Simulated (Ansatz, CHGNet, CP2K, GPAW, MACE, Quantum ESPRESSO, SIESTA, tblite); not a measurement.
# Codes compared on twisted 2H-MoTe2/1T-TiSe2 bilayer, 21.79° (42 atoms)

Aim: run twisted 2H-MoTe2/1T-TiSe2 bilayer, 21.79° (42 atoms) in several programs and set results and cost side by side. A plane-wave run serves as the reference.

Main program and level: Ansatz 0.2.0; Kohn-Sham DFT, PBE, PAW, plane waves.

## Step 1: The structure

The cell holds 42 atoms: 7 Mo, 14 Te, 7 Ti and 14 Se. Cell: a = 9.339 Å, b = 9.339 Å, c = 26.040 Å, α = 90.0°, β = 90.0°, γ = 120.0°. 2H-MoTe2 (a = 3.52 Å) under 1T-TiSe2 (a = 3.54 Å), bilayer, commensurate cell of 7 unit cells a layer, twist 21.79 deg, both strained to the mean lattice constant; facing planes 3.34 Å apart; 16 Å of vacuum; layers as built, displaced by a Gaussian of 0.01 Å. Then every atom was moved at random, 0.03 Å r.m.s. a Cartesian component. Regions: layer 1, 21 atoms (7 Mo and 14 Te); layer 2, 21 atoms (7 Ti and 14 Se). Vacuum lies along c.

## Step 2: Plane-wave reference

The PAW files are the set soft_2.

Contents of input.yaml:

```yaml
crystal:
  lattice:
    - [9.3395, 0.0, 0.0]
    - [-4.66975, 8.08824, 0.0]
    - [0.0, 0.0, 26.04]
  atoms:
    - { symbol: Mo, position: [0.19087, 0.24155, 0.37459] }
    - { symbol: Te, position: [0.2368, 0.04399, 0.44677] }
    - { symbol: Te, position: [0.23802, 0.04425, 0.30777] }
    - { symbol: Mo, position: [0.33101, 0.65844, 0.37454] }
    [... 32 atom lines left out ...]
    - { symbol: Ti, position: [0.71911, 0.57185, 0.63461] }
    - { symbol: Se, position: [0.94693, 0.75617, 0.69295] }
    - { symbol: Se, position: [0.90209, 0.52396, 0.5758] }
    - { symbol: Ti, position: [0.8587, 0.28782, 0.63401] }
    - { symbol: Se, position: [0.09758, 0.46885, 0.69275] }
    - { symbol: Se, position: [0.04999, 0.24378, 0.574] }
kpoints:
  mp_grid: { grid: [1, 1, 1] }
hamiltonian:
  xc: pbe
scf:
  occupations: { method: fermi_dirac, width: 0.05 }
output:
  forces: true
  eigenvalues: true
  populations: true
```

Launch:

```bash
> ansatz run input.yaml --threads 8 --pin off --max-ram 15872MiB --backend cpu --events-out ev --progress --plain --runs-dir out
```

Numbers of over 12 decimals in the logs are rounded to 6 here.

Output:

```text
[...]
Pseudopotentials: kind: paw
Pseudopotential: Mo, paw, valence charge 14, recommended cutoff 420 eV (normal), Mo.paw.azcp
Pseudopotential: Te, paw, valence charge 16, recommended cutoff 420 eV (normal), Te.paw.azcp
Pseudopotential: Ti, paw, valence charge 12, recommended cutoff 420 eV (normal), Ti.paw.azcp
Pseudopotential: Se, paw, valence charge 16, recommended cutoff 420 eV (normal), Se.paw.azcp
[... 5 lines on functional and potentials left out ...]
Crystal: 42 atoms, lattice volume = 1967.065 Å³
Basis set: ecut = 420 eV, 38463 PW (Γ), exchange–correlation on 128×128×360 points (8 copies of the dense FFT grid, shifted against one another)
Bands: 378, of which v1, the nominal top of the filled ones, is band 315 counted from 1 (314 counted from 0)
Symmetry: 1 space group operations
Space group: P1 (ITA 1), of the structure as read, at distance tolerance 1.3e-4 Å
k-points: 1
[... 9 lines on functional and potentials left out ...]
Initial density: superposition of atomic densities (neutral atoms: chi_scale 0, normalization atom), corrected by the library's trained network
Initial wavefunctions: pseudopotential atomic-orbital guess
[...]
SCF iter   1: F=—  HF=-226504.992788 eV  |F-HF|=—  |Δ(HF+E_count)|=         —  Δρ=3.76e-3  dr2=1.04e0  ethr=1.77e-3  ⟨swp⟩=7.0  Hψ=1415  notcnv=0
preconditioner: auto → LDOS  [insulator: Δε(μ)=0.116 eV  Ē_g=6.894 eV  σ=0.050 eV  W_gap=0.52  n_scr=372 (ndim 8)  ℏωp=12.9 eV  f_vac=0.489  D(μ)=32.76/eV (n_scr^D=188)  ε∞_Penn≈4.5  β→1.0]
[...]
SCF iter  22: F=—  HF=-226504.894851 eV  |F-HF|=—  |Δ(HF+E_count)|=   3.02e-8  Δρ=1.80e-6  dr2=1.62e-7  ethr=4.96e-11  ⟨swp⟩=2.0  Hψ=414  notcnv=0  defer=30
SCF iter  23: F=-226504.894851 eV  HF=-226504.894851 eV  |F-HF|=1.02e-8  |Δ(HF+E_count)|=   6.93e-9  Δρ=1.01e-6  dr2=5.01e-8  ethr=1.59e-11  ⟨swp⟩=12.0  Hψ=1518  notcnv=0
SCF 1 converged in 23 iterations: F = -226504.894851 eV  dr2 = 5.01e-8
[...]
SCF converged after 23 iterations
Free energy (F): -226504.894851 eV
Harris-Foulkes:  -226504.894851 eV  (|F-HF|=1.02e-8)
Internal energy: -226504.624395 eV  (E = F + TS)
E sigma→0 (E₀):  -226504.759623 eV
Entropy (-TS):   -0.270456 eV (-6.439 meV/atom)
Fermi energy:    3.315800 eV
--- Per-component energies (eV) ---
[...]
Σ components = -226504.894851   (vs F -226504.894851, Δ=0.00e0)
--- Forces (eV/Å), atoms counted from 1 ---
  atom   1  Mo     0.28648837    -0.58557930     1.02046382
  atom   2  Te    -0.13240565     0.29403308    -0.71439951
  atom   3  Te    -0.07746923     0.19160401    -0.38069202
  atom   4  Mo     0.21860107     1.03418034     0.61739266
[...]
atom  42  Se     0.15585196    -0.03153351    -0.02542298
  max |Σ_I F_I| component: 1.14e-4 eV/Å
--- Band table (eV) ---
  k-point 0: bands = ["-57.6997", "-57.6964", "-57.6846", "-57.6714", [... 362 levels ...], "6.2892", "6.3231", "6.3686", "6.4058", "6.4383", "6.4688", "6.5417", "6.5761", "6.7044", "6.7265", "6.7495", "6.7739"]
--- Löwdin populations: 42 sites ---
  site symbol       q [e]
     0     Mo     14.0305
     1     Te     15.8993
     2     Te     15.8837
[...]
41     Se     16.2913
  spilling = 0.003837 (of n_electrons = 630.000000)
```

The job ended after 19 s (8 threads of Arm Neoverse V2, shared host; peak memory 2.6 GiB; 2.3 min of CPU time).

The column dr2 measures how far the density is from self-consistency, as an energy; F and HF (Harris–Foulkes) agree once it is small.

Read from the output:

```yaml
free_energy: -226504.8949 eV
free_energy_per_atom: -5392.9737 eV/atom
scf_cycles: 23
r_m_s_force_component: 0.4396 eV/Å
longest_force: 1.668 eV/Å
fermi_energy: 3.316 eV
levels_partly_filled_by_over_2_per_cent: 6
spilling_of_the_projection: 0.003837
```

Length of the force by element:

```csv
element,coordination,atoms,mean length of the force (eV/Å),spread,least,most
Mo,all,7,1.11,0.146,0.811,1.22
Se,all,14,0.486,0.220,0.161,0.846
Te,all,14,0.677,0.376,0.186,1.67
Ti,all,7,0.655,0.180,0.355,0.925
```

Löwdin charges by element (they lack the spilled electrons, 0.058 e an atom on average):

```csv
element,coordination,atoms,mean charge (e),spread,least,most
Mo,all,7,-0.0453,0.0129,-0.0657,-0.028
Se,all,14,-0.295,0.0169,-0.321,-0.267
Te,all,14,0.130,0.016,0.101,0.166
Ti,all,7,0.720,0.0077,0.705,0.731
```

By region:

```csv
region,atoms,mean length of the force (eV/Å)
layer 1,21,0.821
layer 2,21,0.543
```

The levels nearest the highest filled one (over half full), pooled over k-points and spins:

```csv
level less the highest filled one (eV),occupation
-0.693,2
-0.594,2
-0.563,2
-0.544,2
-0.0089,1.50
0,1.43
0.108,0.447
0.116,0.394
0.180,0.128
0.224,0.055
0.262,0.026
0.293,0.014
```

## Step 3: Local order

Normalised to the volume that the atoms fill. Pair distribution functions g(r), in bins of 0.2 Å:

```csv
r (Å),total,Se-Se,Se-Te,Se-Mo,Se-Ti,Te-Te,Te-Mo
2.40,0.27,0.00,0.00,0.00,2.44,0.00,0.00
2.60,3.14,0.00,0.00,0.00,20.95,0.00,7.30
2.80,1.59,0.00,0.00,0.00,0.50,0.00,13.80
3.00,0.00,0.00,0.00,0.00,0.00,0.00,0.00
3.20,0.00,0.00,0.00,0.00,0.00,0.00,0.00
3.40,1.18,2.80,0.48,0.00,0.00,3.40,0.00
3.60,3.62,11.73,0.28,0.00,0.00,11.22,0.00
3.80,0.50,3.73,0.38,0.00,0.00,0.00,0.00
4.00,0.11,0.00,0.48,0.00,0.00,0.00,0.00
4.20,0.11,0.00,0.10,0.00,0.81,0.00,0.00
4.40,1.67,0.00,0.49,0.00,7.42,0.00,6.62
4.60,0.22,0.00,0.35,0.00,0.00,0.00,1.27
4.80,0.09,0.00,0.41,0.00,0.00,0.00,0.00
5.00,0.91,1.45,0.07,0.00,0.00,6.00,0.00
5.20,0.43,1.54,0.48,0.40,0.00,0.14,0.00
5.40,0.19,0.00,0.44,0.52,0.00,0.00,0.00
5.60,1.93,0.00,0.00,0.58,9.71,0.00,6.42
5.80,0.60,0.00,0.34,0.67,0.23,0.00,3.29
6.00,0.65,1.72,0.25,0.11,0.00,1.31,0.00
6.20,1.45,6.33,0.05,0.95,0.00,2.87,0.00
6.40,0.30,0.19,0.68,0.36,0.00,0.00,0.00
6.60,0.13,0.00,0.30,0.35,0.00,0.00,0.00
6.80,0.18,0.00,0.36,0.00,0.00,0.00,0.00
7.00,1.42,2.63,0.69,1.22,0.00,4.27,0.00
7.20,0.60,0.51,0.47,0.15,0.00,1.98,0.00
7.40,0.61,0.00,0.82,0.41,2.28,0.00,0.40
7.60,1.14,0.00,0.74,0.00,3.28,0.00,5.08
7.80,0.33,0.18,0.12,0.74,0.00,0.84,0.00
```

Bonds by pair of elements; cutoffs follow the first minimum of g(r), held within bounds set by covalent radii, and pairs that aren't listed don't count as bonded:

```csv
pair A-B,cutoff (Å),bonds,mean length (Å),spread (Å),shortest (Å),B about A,A about B
Se-Ti,3.28,42,2.56,0.046,2.48,3,6
Te-Mo,3.42,42,2.72,0.042,2.61,3,6
```

How many atoms have how many bonded neighbours:

```csv
element,mean,3,6
Mo,6,0,7
Se,3,14,0
Te,3,14,0
Ti,6,0,7
```

## Step 4: The ladder

The programs:
- CP2K 2026.2: Gaussian basis with GTH pseudopotentials and a plane-wave density; labels give functional, basis (MOLOPT sets; SR short-range, UZH the newer set with its own potentials), grid cutoff/relative cutoff and solver (OT: orbital transformation; TRS4, TC2, SIGN: linear-scaling purification with its sparsity filter), or its built-in tight binding.
- GPAW 26.7.0: PAW with atomic orbitals (LCAO), plane waves or a real-space grid of spacing h.
- MACE: machine-learned potential, published weights.
- Quantum ESPRESSO 7.5: plane waves; labels (QE) give functional, pseudopotential set and cutoffs of waves/density.
- SIESTA 5.4.2: numerical atomic orbitals, whose automatically made sets are far from complete, with PseudoDojo norm-conserving potentials that we converted to its format (checked against plane waves on the same files for H, C, O, Si, Ge and Ca alone); labels give functional, basis size, energy shift and mesh cutoff.
- tblite 0.8.0: extended tight binding, driven from Python.

All use the same cell and atoms; the electronic-structure runs use the same k-mesh, and an electronic temperature of 580 K (0.05 eV) where levels are smeared.

Differences are against the plane-wave reference, forces as r.m.s. over components; share is that over the reference's r.m.s. force, slope the least-squares factor from reference forces to these. Total energies of different programs have different zeros and aren't compared.

```csv
run,"Δ force, r.m.s. (meV/Å)",share (%),slope,cores,CPU time,memory (GiB)
reference,-,-,-,8,2.3 min,2.6
"CP2K PBE+D4, DZVP-MOLOPT-SR, 800/50 Ry, diagonalisation",53.6,12.2,1.050,2,17 min,7.6
"CP2K PBE, DZVP-MOLOPT-SR, 560/50 Ry, diagonalisation (coarse)",78.4,17.8,1.084,2,13 min,4.6
"CP2K PBE, TZV2P-UZH, 800/50 Ry, diagonalisation",77.9,17.7,1.073,4,20 min,11
"CP2K PBE, TZVP-MOLOPT (partly SR), 800/50 Ry, diagonalisation",77.7,17.7,1.081,4,19 min,9.9
"GPAW PBE, LCAO dzp, h 0.2 Å",114,26.0,1.110,1,2.7 min,1.3
"GPAW PBE, LCAO sz(dzp), h 0.2 Å (coarse)",302,68.6,1.325,1,64 s,1.1
"GPAW PBE, LCAO szp(dzp), h 0.2 Å (coarse)",161,36.6,1.188,1,1.9 min,1.2
"GPAW PBE, plane waves 450 eV",26.2,5.95,0.982,4,9.4 min,2.0
MACE MP-0b2 small potential,218,49.7,0.686,1,5.3 s,0.66
MACE MPA-0 medium potential,218,49.7,0.675,1,6 s,0.69
"QE PBE, gbrv-1.5, 40/200 Ry",44.7,10.2,1.041,4,25 min,1.9
"QE PBE, sssp-1.3.0-efficiency, 45/360 Ry",44.1,10.0,1.041,4,34 min,3.6
"SIESTA LDA, DZP, shift 0.01 Ry, mesh 500 Ry",116,26.3,0.980,1,5.3 min,1.7
"SIESTA PBE, DZP, shift 0.01 Ry, mesh 500 Ry",168,38.1,1.193,1,5.9 min,1.7
"SIESTA PBE, DZP, shift 0.02 Ry, mesh 500 Ry",137,31.2,1.133,1,4.3 min,1.5
"SIESTA PBE, SZ, shift 0.01 Ry, mesh 500 Ry (coarse)",400,91.0,1.339,1,2.6 min,1.1
"SIESTA PBE, TZP, shift 0.01 Ry, mesh 500 Ry",133,30.2,1.141,2,8 min,2.3
tblite GFN1-xTB,357,81.3,0.805,1,3 s,0.15
tblite IPEA1-xTB,539,123,0.863,1,2.4 s,0.15
```

Rows marked coarse were listed beforehand as settings not expected to be converged; some can still land near the reference.

Times of the machine-learned potentials are mostly Python's start and the loading of weights.

CPU time is summed over cores on a shared host, where runs went side by side, so it is rough. Symmetry, cutoffs, thresholds, outputs and thread counts weren't matched or tuned between programs; memory under MPI is the largest rank's times the ranks.

Runs without a result: CP2K PBE, DZVP-MOLOPT-SR, 800/50 Ry, diagonalisation (ended with an error); CP2K GFN1-xTB, diagonalisation (not converged, the SCF not settling); CP2K PBE, SZV-MOLOPT-SR, 800/50 Ry, diagonalisation (ended with an error: Fermi-Dirac smearing includes); CP2K BLYP, DZVP-MOLOPT-SR, 800/50 Ry, diagonalisation (ended with an error); CP2K PBE, DZVP-MOLOPT-SR, 800/70 Ry, diagonalisation (ended with an error); CP2K PBE, DZVP-MOLOPT-SR, 280/50 Ry, diagonalisation (cut off at its time limit of 7.6 min).

Mean charges by element (e), by run and scheme:

```csv
run,scheme,Mo,Te,Ti,Se
reference,Löwdin,-0.05,+0.13,+0.72,-0.29
"CP2K PBE+D4, DZVP-MOLOPT-SR, 800/50 Ry, diagonalisation",Mulliken,-0.79,+0.40,+0.03,-0.02
"CP2K PBE, DZVP-MOLOPT-SR, 560/50 Ry, diagonalisation",Mulliken,-0.79,+0.40,+0.03,-0.02
"CP2K PBE, TZV2P-UZH, 800/50 Ry, diagonalisation",Mulliken,-0.58,+0.29,+0.06,-0.03
"CP2K PBE, TZVP-MOLOPT (partly SR), 800/50 Ry, diagonalisation",Mulliken,-0.38,+0.20,-0.33,+0.16
"SIESTA LDA, DZP, shift 0.01 Ry, mesh 500 Ry",Hirshfeld,+0.13,-0.06,+0.09,-0.05
"SIESTA PBE, DZP, shift 0.01 Ry, mesh 500 Ry",Hirshfeld,+0.13,-0.06,+0.10,-0.06
"SIESTA PBE, DZP, shift 0.02 Ry, mesh 500 Ry",Hirshfeld,+0.16,-0.07,+0.07,-0.04
"SIESTA PBE, TZP, shift 0.01 Ry, mesh 500 Ry",Hirshfeld,+0.14,-0.06,+0.10,-0.06
tblite GFN1-xTB,Mulliken,-0.18,+0.10,+0.15,-0.08
tblite IPEA1-xTB,Mulliken,-0.08,+0.08,+0.33,-0.20
```

The reference's Löwdin charges lack the electrons that the projection spills, 0.058 e an atom on average.

## Step 5: Outcome

| Property | Result |
| --- | --- |
| reference r.m.s. force component | 0.440 eV/Å |
| nearest in forces | GPAW PBE, plane waves 450 eV, 6.0 % |
| farthest in forces | tblite IPEA1-xTB, 123 % |
| cheapest electronic-structure run beside the reference | tblite IPEA1-xTB, 2.4 s of CPU time |

**Reading.** PBE on plane waves or a grid with other potentials, cutoffs or grids, coarse settings apart, differs from the reference by 6.0 % (GPAW PBE, plane waves 450 eV) to 10 % (QE PBE, gbrv-1.5, 40/200 Ry) of the r.m.s. force; this holds the reference's own error, so differences of a few per cent don't tell which side is nearer the exact PBE result (QE's 40 Ry are 544 eV, against the reference's 420 eV). The PBE runs in local orbitals, coarse settings apart, differ by 18 % (CP2K PBE, TZVP-MOLOPT (partly SR), 800/50 Ry, diagonalisation) to 38 % (SIESTA PBE, DZP, shift 0.01 Ry, mesh 500 Ry); basis, grid and potentials can all enter. Tight binding differs by 81 % (tblite GFN1-xTB) to 123 % (tblite IPEA1-xTB); it is another model, with fitted parameters of its own, and the xTB methods hold dispersion. Machine-learned potentials differ by 50 % in each run; they were trained on other programs' data. Among those trained on PBE data the slope goes as low as 0.67, with a correlation of 0.87, so directions differ as well as sizes. Rows with another functional or a dispersion term differ by 12 % (CP2K PBE+D4, DZVP-MOLOPT-SR, 800/50 Ry, diagonalisation) to 26 % (SIESTA LDA, DZP, shift 0.01 Ry, mesh 500 Ry), which mixes the change of model with differences of basis and potentials. IPEA1-xTB was fitted to ionisation energies and electron affinities, not to forces or charges. Runs with settings chosen to be coarse differ by 18 % (CP2K PBE, DZVP-MOLOPT-SR, 560/50 Ry, diagonalisation) to 91 % (SIESTA PBE, SZ, shift 0.01 Ry, mesh 500 Ry), their programs' other errors included. Of the electronic-structure runs that take under half the reference's CPU time, GPAW PBE, LCAO sz(dzp), h 0.2 Å comes nearest, at 69 % in 64 s against 2.3 min, too far off to be of use. SIESTA PBE, DZP, shift 0.01 Ry, mesh 500 Ry stiffens the forces by a factor of 1.19 while following their directions (correlation 0.964). Charges hang on model, scheme and program or settings: among these rows the mean for Ti runs from -0.33 to +0.72 e, even in sign. In the reference: 6 levels are partly filled by over 2 % (at Γ alone), and the list of levels jumps by 0.54 eV between -0.54 and -0.01 eV: the Fermi level sits among few, sparse states, as in an open d or f shell, at a band edge, among defect levels or in a metal whose levels bunch into shells on a coarse mesh. In the reference: mean Löwdin charges: Mo -0.05, Se -0.29, Te +0.13, Ti +0.72 e (they miss 0.38 % of the electrons, so they add up to more than the cell's charge). Periodic xTB results under one method name differ between programs and library versions. The potentials hold different valence shells: 630 electrons in the reference, 350 in GPAW, 350 in Quantum ESPRESSO with GBRV and 350 in CP2K with DZVP-MOLOPT-SR; this bears on time and differences. Machine-learned potentials mimic data converged in k, so the reference's own k-point error enters their differences. The reference's PBE has no dispersion term, which matters for the binding between molecules or layers. The runs have no spin polarisation, so moments on Ti can't form, and no Hubbard term. The electronic-structure runs sample only Γ, in a cell whose shortest periodic width is 8 Å, which is coarse for a cell with partly filled levels. Spin–orbit coupling is left out, which matters for the levels of the heavy elements.

[Also dropped from logs without a mark: logging warnings of Python, and SIESTA's first energy breakdown and zero terms.]

[Logs are printed without paths, hosts, clocks, repeated set-up lines and the standing remarks that a program may print on its own settings, such as how far it seeks lower states.]

[Hosts, paths, dates, database ids (printed as entryN), source tags and the programs' standing remarks are cut or masked in the printed files.]
